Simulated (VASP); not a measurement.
# What goes wrong when the modes of SnO2 (Cassiterite) are computed with a bad input, part 2 of 3

Some phonon runs on SnO2 (Cassiterite) get a fault in the input on purpose. Which of them show, and how? The starting structure is a measured crystal structure from the Crystallography Open Database.

VASP 6.6.1.

## 2. Reference modes (continued)

Level of this step: LDA; plane waves and PAW (Sn_d, O) (VASP).

OUTCAR, selected parts (step 2):

```text
ion  position               nearest neighbor table
   1  0.500  0.500  0.500-   3 2.05   5 2.05   4 2.06   6 2.06   4 2.06   6 2.06   2 3.71   2 3.71
                             2 3.71   2 3.71   2 3.71   2 3.71   2 3.71   2 3.71
   2  0.000  0.000  0.000-   4 2.05   6 2.05   5 2.06   3 2.06   3 2.06   5 2.06   1 3.71   1 3.71
                             1 3.71   1 3.71   1 3.71   1 3.71   1 3.71   1 3.71
   3  0.806  0.194  0.500-   1 2.05   2 2.06   2 2.06
   4  0.694  0.694  0.000-   2 2.05   1 2.06   1 2.06
   5  0.194  0.806  0.500-   1 2.05   2 2.06   2 2.06
   6  0.306  0.306  0.000-   2 2.05   1 2.06   1 2.06

  LATTYP: Found a simple tetragonal cell.
 ALAT       =     4.7290715677
 C/A-ratio  =     0.6759698972

 Subroutine GETGRP returns: Found 16 space group operations
 (whereof  8 operations were pure point group operations)

The static configuration has the point symmetry D_2h.
 The point group associated with its full space group is D_4h.

 Found     40 irreducible k-points:

   k-points           NKPTS =     40   k-points in BZ     NKDIM =     40   number of bands    NBANDS=     32

   dimension x,y,z NGX =    36 NGY =   36 NGZ =   24
   dimension x,y,z NGXF=    72 NGYF=   72 NGZF=   48

   ENCUT  =  520.0 eV  38.22 Ry    6.18 a.u.   8.79  8.79  5.94*2*pi/ulx,y,z

   NELECT =      52.0000    total number of electrons

 k-points in reciprocal lattice and weights: Automatic mesh
   0.00000000  0.00000000  0.00000000       0.005
   0.16666667  0.00000000  0.00000000       0.019
   0.33333333  0.00000000  0.00000000       0.019
   0.50000000  0.00000000  0.00000000       0.009
   0.16666667  0.16666667  0.00000000       0.019
   0.33333333  0.16666667  0.00000000       0.037
   0.50000000  0.16666667  0.00000000       0.019
   0.33333333  0.33333333  0.00000000       0.019
   0.50000000  0.33333333  0.00000000       0.019
[...]
0.50000000  0.33333333  0.50000000       0.019
   0.50000000  0.50000000  0.50000000       0.005

 average (electrostatic) potential at core
       1 -99.1943       2 -99.1940       3 -68.9845       4 -68.9846       5 -68.9847
       6 -68.9846

 E-fermi :   6.0849

 k-point     1 :       0.0000    0.0000    0.0000
  band No.  band energies     occupation
    ...
     22       4.5949      2.00000
     23       4.5951      2.00000
     24       5.0731      2.00000
     25       5.0734      2.00000
     26       5.8774      2.00000
     27       7.0145      0.00000
     28      11.7900      0.00000
     29      11.9228      0.00000
     30      11.9228      0.00000
     31      15.9663      0.00000
    ...

 k-point     2 :       0.1667    0.0000    0.0000
  band No.  band energies     occupation
    ...
     22       4.5170      2.00000
     23       4.6022      2.00000
     24       4.6186      2.00000
     25       5.0933      2.00000
     26       5.7324      2.00000
     27       7.7155      0.00000
     28      11.5735      0.00000
     29      12.0415      0.00000
     30      12.1749      0.00000
     31      16.2501      0.00000
    ...

 k-point     3 :       0.3333    0.0000    0.0000
  band No.  band energies     occupation
    ...
     22       4.2025      2.00000
     23       4.6193      2.00000
     24       4.6414      2.00000
     25       5.1451      2.00000
     26       5.4230      2.00000
     27       8.9651      0.00000
     28      11.0828      0.00000
     29      12.3860      0.00000
     30      12.5435      0.00000
     31      16.6122      0.00000
    ...

  Total       -0.0022047     -0.0022047      0.0157909     -0.0024205      0.0835707     -0.0835707
  in kB       -0.0494096     -0.0494096      0.3538848     -0.0542452      1.8728789     -1.8728783
  external PRESSURE =       0.0850219 kB  Pullay stress =       0.0000000 kB

  energy-cutoff  :      520.00
  volume of cell :       71.49
      direct lattice vectors                 reciprocal lattice vectors
     4.729071568  0.000000000  0.000000000     0.211457997  0.000000000  0.000000000
     0.000000000  4.729071568  0.000000000     0.000000000  0.211457997  0.000000000
     0.000000000  0.000000000  3.196710022     0.000000000  0.000000000  0.312821618

 POSITION                                       TOTAL-FORCE (eV/Angst)
 -----------------------------------------------------------------------------------
      2.36454      2.36454      1.59836         0.000476     -0.000476     -0.004702
      0.00000      0.00000      0.00000         0.003761     -0.003761     -0.143768
      3.81184      0.91724      1.58336        -0.002833      0.002833      0.197040
      3.28177      3.28177      0.00000        -0.001372     -0.001339     -0.026601
      0.91724      3.81184      1.59836        -0.001371      0.001371      0.004632
      1.44730      1.44730      0.00000         0.001339      0.001372     -0.026601
 -----------------------------------------------------------------------------------
    total drift:                               -0.000022      0.000023     -0.000278

  FREE ENERGIE OF THE ION-ELECTRON SYSTEM (eV)
  ---------------------------------------------------
  free  energy   TOTEN  =       -42.2797987521 eV

  energy  without entropy=      -42.2797987521  energy(sigma->0) =      -42.27979875

 Eigenvectors and eigenvalues of the dynamical matrix
 ----------------------------------------------------

   1 f  =   22.620754 THz   142.130388 2PiTHz  754.547129 cm-1    93.551879 meV
             X         Y         Z           dx          dy          dz
      2.364536  2.364536  1.598355     0.000000    0.000000   -0.000000
      0.000000  0.000000  0.000000     0.000000    0.000000   -0.000000
      3.811835  0.917236  1.598355    -0.353553    0.353553   -0.000000
      3.281772  3.281772  0.000000    -0.353553   -0.353553    0.000000
      0.917236  3.811835  1.598355     0.353553   -0.353553    0.000000
      1.447299  1.447299  0.000000     0.353553    0.353553   -0.000000

   2 f  =   18.826307 THz   118.289176 2PiTHz  627.978008 cm-1    77.859315 meV
             X         Y         Z           dx          dy          dz
      2.364536  2.364536  1.598355     0.000000    0.000000   -0.000000
      0.000000  0.000000  0.000000     0.000000    0.000000   -0.000000
      3.811835  0.917236  1.598355    -0.353553    0.353553    0.000000
      3.281772  3.281772  0.000000     0.353553    0.353553    0.000000
      0.917236  3.811835  1.598355     0.353553   -0.353553    0.000000
      1.447299  1.447299  0.000000    -0.353553   -0.353553   -0.000000

   3 f  =   17.983823 THz   112.995694 2PiTHz  599.875771 cm-1    74.375083 meV
             X         Y         Z           dx          dy          dz
      2.364536  2.364536  1.598355    -0.053469    0.164410   -0.000000
      0.000000  0.000000  0.000000    -0.109619    0.190232   -0.000000
      3.811835  0.917236  1.598355     0.474278   -0.408494   -0.000000
      3.281772  3.281772  0.000000    -0.252208   -0.074408    0.000000
      0.917236  3.811835  1.598355     0.474278   -0.408494    0.000000
      1.447299  1.447299  0.000000    -0.252208   -0.074408   -0.000000

   4 f  =   17.983823 THz   112.995694 2PiTHz  599.875771 cm-1    74.375083 meV
             X         Y         Z           dx          dy          dz
      2.364536  2.364536  1.598355    -0.190232   -0.109619   -0.000000
      0.000000  0.000000  0.000000    -0.164410   -0.053469    0.000000
      3.811835  0.917236  1.598355     0.074408   -0.252208   -0.000000
      3.281772  3.281772  0.000000     0.408494    0.474278    0.000000
      0.917236  3.811835  1.598355     0.074408   -0.252208    0.000000
      1.447299  1.447299  0.000000     0.408494    0.474278    0.000000

   5 f  =   16.795390 THz   105.528550 2PiTHz  560.233920 cm-1    69.460122 meV
             X         Y         Z           dx          dy          dz
      2.364536  2.364536  1.598355     0.000000    0.000000   -0.206947
      0.000000  0.000000  0.000000     0.000000    0.000000    0.206947
      3.811835  0.917236  1.598355    -0.000000    0.000000   -0.478107
      3.281772  3.281772  0.000000    -0.000000   -0.000000    0.478107
      0.917236  3.811835  1.598355     0.000000    0.000000   -0.478107
      1.447299  1.447299  0.000000    -0.000000   -0.000000    0.478107

   6 f  =   13.997174 THz    87.946838 2PiTHz  466.895469 cm-1    57.887634 meV
             X         Y         Z           dx          dy          dz
      2.364536  2.364536  1.598355     0.000000    0.000000   -0.000000
      0.000000  0.000000  0.000000     0.000000   -0.000000   -0.000000
      3.811835  0.917236  1.598355     0.000000    0.000000    0.706565
      3.281772  3.281772  0.000000    -0.000000   -0.000000   -0.027664
      0.917236  3.811835  1.598355     0.000000   -0.000000   -0.706565
      1.447299  1.447299  0.000000     0.000000    0.000000    0.027664

   7 f  =   13.997174 THz    87.946838 2PiTHz  466.895469 cm-1    57.887634 meV
             X         Y         Z           dx          dy          dz
      2.364536  2.364536  1.598355     0.000000   -0.000000   -0.000000
      0.000000  0.000000  0.000000     0.000000   -0.000000   -0.000000
      3.811835  0.917236  1.598355     0.000000    0.000000    0.027664
      3.281772  3.281772  0.000000     0.000000   -0.000000    0.706565
      0.917236  3.811835  1.598355    -0.000000   -0.000000   -0.027664
      1.447299  1.447299  0.000000    -0.000000    0.000000   -0.706565

   8 f  =   13.857885 THz    87.071661 2PiTHz  462.249296 cm-1    57.311583 meV
             X         Y         Z           dx          dy          dz
      2.364536  2.364536  1.598355     0.000000   -0.000000   -0.326145
      0.000000  0.000000  0.000000     0.000000   -0.000000   -0.326145
      3.811835  0.917236  1.598355     0.000000    0.000000    0.443638
      3.281772  3.281772  0.000000     0.000000   -0.000000    0.443638
      0.917236  3.811835  1.598355    -0.000000   -0.000000    0.443638
      1.447299  1.447299  0.000000    -0.000000    0.000000    0.443638

   9 f  =   10.407757 THz    65.393865 2PiTHz  347.165398 cm-1    43.043004 meV
             X         Y         Z           dx          dy          dz
      2.364536  2.364536  1.598355    -0.000000    0.000000    0.000000
      0.000000  0.000000  0.000000    -0.000000    0.000000    0.000000
      3.811835  0.917236  1.598355     0.353553    0.353553   -0.000000
      3.281772  3.281772  0.000000     0.353553   -0.353553   -0.000000
      0.917236  3.811835  1.598355    -0.353553   -0.353553   -0.000000
      1.447299  1.447299  0.000000    -0.353553    0.353553   -0.000000

  10 f  =    8.428354 THz    52.956913 2PiTHz  281.139641 cm-1    34.856857 meV
             X         Y         Z           dx          dy          dz
      2.364536  2.364536  1.598355     0.490832   -0.578610    0.000000
      0.000000  0.000000  0.000000    -0.354328    0.468425   -0.000000
      3.811835  0.917236  1.598355    -0.045925    0.016805   -0.000000
      3.281772  3.281772  0.000000    -0.139816    0.133123    0.000000
      0.917236  3.811835  1.598355    -0.045925    0.016805    0.000000
      1.447299  1.447299  0.000000    -0.139816    0.133123    0.000000

  11 f  =    8.428354 THz    52.956913 2PiTHz  281.139641 cm-1    34.856857 meV
             X         Y         Z           dx          dy          dz
      2.364536  2.364536  1.598355    -0.468425   -0.354328    0.000000
      0.000000  0.000000  0.000000     0.578610    0.490832   -0.000000
      3.811835  0.917236  1.598355    -0.133123   -0.139816    0.000000
      3.281772  3.281772  0.000000    -0.016805   -0.045925   -0.000000
      0.917236  3.811835  1.598355    -0.133123   -0.139816   -0.000000
      1.447299  1.447299  0.000000    -0.016805   -0.045925   -0.000000

  12 f  =    6.688844 THz    42.027249 2PiTHz  223.115834 cm-1    27.662825 meV
             X         Y         Z           dx          dy          dz
      2.364536  2.364536  1.598355    -0.316452   -0.324545    0.000000
      0.000000  0.000000  0.000000     0.039801   -0.082292   -0.000000
      3.811835  0.917236  1.598355     0.428637    0.440236   -0.000000
      3.281772  3.281772  0.000000    -0.052302    0.113195    0.000000
      0.917236  3.811835  1.598355     0.428637    0.440236    0.000000
      1.447299  1.447299  0.000000    -0.052302    0.113195    0.000000

  13 f  =    6.688844 THz    42.027249 2PiTHz  223.115834 cm-1    27.662825 meV
             X         Y         Z           dx          dy          dz
      2.364536  2.364536  1.598355     0.082292    0.039801    0.000000
      0.000000  0.000000  0.000000     0.324545   -0.316452   -0.000000
      3.811835  0.917236  1.598355    -0.113195   -0.052302   -0.000000
      3.281772  3.281772  0.000000    -0.440236    0.428637    0.000000
      0.917236  3.811835  1.598355    -0.113195   -0.052302    0.000000
      1.447299  1.447299  0.000000    -0.440236    0.428637   -0.000000
    [... 42 further lines ...]
      3.281772  3.281772  0.000000    -0.000000    0.000000    0.230620
      0.917236  3.811835  1.598355    -0.000000    0.000000    0.230620
      1.447299  1.447299  0.000000    -0.000000    0.000000    0.230620

 ELASTIC MODULI CONTR FROM IONIC RELAXATION (kBar)
 Direction    XX          YY          ZZ          XY          YZ          ZX
 --------------------------------------------------------------------------------
 XX         -70.0474     55.6522    -38.6618     -0.0000      0.0000     -0.0000
 YY          55.6522    -70.0474    -38.6618      0.0000     -0.0000      0.0000
 ZZ         -38.6618    -38.6618   -207.6708      0.0000     -0.0000     -0.0000
 XY          -0.0000      0.0000      0.0000    -32.1986      0.0000     -0.0000
 YZ           0.0000     -0.0000     -0.0000      0.0000   -216.7170     -0.0000
 ZX          -0.0000      0.0000     -0.0000     -0.0000     -0.0000   -216.7171
 --------------------------------------------------------------------------------

 total charge
# of ion       s       p       d       tot
------------------------------------------
    1        0.894   1.124  10.389  12.407
    2        0.894   1.124  10.389  12.407
    3        1.549   3.493   0.000   5.042
    4        1.549   3.493   0.000   5.042
    5        1.549   3.493   0.000   5.042
    6        1.549   3.493   0.000   5.042
--------------------------------------------------
tot          7.984  16.222  20.777  44.983

[... 3 further parts left out ...]
```

The last energy, forces, stress and levels in OUTCAR belong to the last displaced cell, not to the cell of POSCAR.

Reference: the zone-centre modes are at the top B2g 754.5, A1g 628.0, Eu (3) 599.9, B1u (2) 560.2 cm⁻¹, at the bottom Eu (2) 281.1, Eu (1) 223.1, B1u (1) 146.8, B1g 101.2 cm⁻¹, with 3 more of the listed ones between.

## 3. Modes with a cutoff far too low

A slip made on purpose: a cutoff far too low. Against step 2 the input has ENCUT = 220 (also changed: NELM).

File INCAR:

```
SYSTEM = SnO2
PREC = Accurate
ENCUT = 220
EDIFF = 1E-08
NELM = 60
ISMEAR = 0
SIGMA = 0.03
LREAL = .FALSE.
ALGO = Normal
GGA = CA
NBANDS = 32
LORBIT = 11
LWAVE = .FALSE.
LCHARG = .FALSE.
KPAR = 8
IBRION = 6
NFREE = 2
POTIM = 0.015
NSW = 1
ISIF = 2
```

File POSCAR:

```
SnO2
1.0
    4.7290715677      0.0000000000      0.0000000000
    0.0000000000      4.7290715677      0.0000000000
    0.0000000000      0.0000000000      3.1967100216
Sn O
2 4
Direct
    0.5000000000      0.5000000000      0.5000000000
    0.0000000000      0.0000000000      0.0000000000
    0.8060430162      0.1939569838      0.5000000000
    0.6939569838      0.6939569838      0.0000000000
    0.1939569838      0.8060430162      0.5000000000
    0.3060430162      0.3060430162      0.0000000000
```

File KPOINTS:

```
Automatic mesh
0
Gamma
6 6 6
0 0 0
```

PAW data sets: Sn_d and O (LDA family, release 64).

Run with:

```console
$ mpirun -np 8 vasp_std
```

Log:

```text
[banner, memory and clock lines left out]
running    8 mpi-ranks, on    1 nodes
[...]
[... a notice as in an earlier step ...]

 LDA part: xc-table for (Slater(with rela. corr.)+CA(PZ))
 , standard interpolation
 POSCAR, INCAR and KPOINTS ok, starting setup
[...]
entering main loop
       N       E                     dE             d eps       ncg     rms          rms(c)
DAV:   1     0.402540167233E+03    0.40254E+03   -0.16465E+04  2792   0.139E+03
DAV:   2    -0.287021348103E+01   -0.40541E+03   -0.39122E+03  2920   0.415E+02
DAV:   3    -0.459419536639E+02   -0.43072E+02   -0.42810E+02  3072   0.139E+02
DAV:   4    -0.469617747505E+02   -0.10198E+01   -0.10187E+01  3000   0.233E+01
[...]
DAV:  13    -0.439282779735E+02   -0.20130E-06   -0.16969E-06  2984   0.820E-03    0.925E-04
DAV:  14    -0.439282779582E+02    0.15354E-07   -0.71115E-08  3248   0.213E-03    0.177E-04
DAV:  15    -0.439282779583E+02   -0.13551E-09   -0.26232E-09  1832   0.960E-04
   1 F= -.43928278E+02 E0= -.43928278E+02  d E =-.504797E-24
[... from here on, the cycles between the ionic steps are left out ...]
   2 F= -.43925162E+02 E0= -.43925162E+02  d E =-.162315E-22
   3 F= -.43925162E+02 E0= -.43925162E+02  d E =-.276860E-22
   4 F= -.43925536E+02 E0= -.43925536E+02  d E =-.117866E-22
   5 F= -.43925536E+02 E0= -.43925536E+02  d E =-.117308E-22
   6 F= -.43923793E+02 E0= -.43923793E+02  d E =-.494938E-21
   7 F= -.43928730E+02 E0= -.43928730E+02  d E =-.210274E-24
   8 F= -.43926226E+02 E0= -.43926226E+02  d E =-.493772E-23
   9 F= -.43926226E+02 E0= -.43926226E+02  d E =-.911329E-23
 Finite differences progress:
  Degree of freedom:   4/  4
  Displacement:        2/  2
  Total:               8/  8
```

Run time: 24 s. Hardware: 8 MPI ranks of Intel Xeon Platinum 8259CL at 2.50GHz (Skylake/Cascade Lake), shared host; peak memory 1.7 GiB; 3 min of CPU time.

From OUTCAR (step 3):

```text
  Total      -62.6673271    -62.6673271    -59.8399754     -0.0023097      0.1182613     -0.1182613
  in kB    -1404.4191367  -1404.4191367  -1341.0561837     -0.0517620      2.6503197     -2.6503186
  external PRESSURE =   -1383.2981524 kB  Pullay stress =       0.0000000 kB

 POSITION                                       TOTAL-FORCE (eV/Angst)
 -----------------------------------------------------------------------------------
      2.36454      2.36454      1.59836         0.000491     -0.000491     -0.005430
      0.00000      0.00000      0.00000         0.004387     -0.004387     -0.178068
      3.81184      0.91724      1.58336        -0.169638      0.169638      0.273480
      3.28177      3.28177      0.00000         0.164664      0.164690     -0.049051
      0.91724      3.81184      1.59836         0.164786     -0.164786      0.008121
      1.44730      1.44730      0.00000        -0.164690     -0.164664     -0.049051
 -----------------------------------------------------------------------------------
    total drift:                               -0.000293      0.000297      0.000588

  FREE ENERGIE OF THE ION-ELECTRON SYSTEM (eV)
  ---------------------------------------------------
  free  energy   TOTEN  =       -43.9262261571 eV

  energy  without entropy=      -43.9262261571  energy(sigma->0) =      -43.92622616

[... 1 part as in an earlier step ...]

[... 2 further parts left out ...]
[key lines of the parts left out:]
E-fermi :   5.8874
```

The last energy, forces and stress in OUTCAR belong to the last displaced cell, not to that of POSCAR.

With a cutoff far too low the modes are at the top B2g 845.2, Eu (3) 700.1 cm⁻¹, at the bottom B1u (1) 174.0, B1g 104.6 cm⁻¹, with 7 more of the listed ones between; the largest shift is +115.0 cm⁻¹, in B1u (2), from the reference.

[end of part 2 of 3]

[Lines on the potential files, build, host, timing and source positions are cut from VASP's logs without a mark.]

[Logs are printed without paths, hosts, clocks, repeated set-up lines and the standing remarks that a program may print on its own settings, such as how far it seeks lower states.]

[Hosts, paths, dates, database ids (printed as entryN), source tags and the programs' standing remarks are cut or masked in the printed files.]
